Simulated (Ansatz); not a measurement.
Zinc-blende AlSb was calculated with G0W0@PBE (plane waves, hard PAW, contour deformation; Ansatz, a program for electronic structure).

The same calculation (at the measured cell, 28.871 Å³/atom) with different numerical settings; throughout: k mesh 2×2×2:

```csv
run,response cutoff (eV),empty bands,quasiparticle gap on the mesh (eV),quasiparticle gap at Γ (eV),rough time
1,100,241,1.455,2.384,10 core-s
2,150,443,1.511,2.362,30 core-s
3,200,681,1.534,2.352,70 core-s
4,250,952,1.545,2.350,3 core-min
5,300,1252,1.553,2.351,5 core-min
6,400,1927,1.562,2.355,9 core-min
7,500,2693,1.566,2.357,20 core-min
```

In the column quasiparticle gap on the mesh (eV) the first row differs from the last by -0.111 and the next to last by -0.004.

The last row is no converged limit: other settings stay fixed.

Spin–orbit coupling is not included.
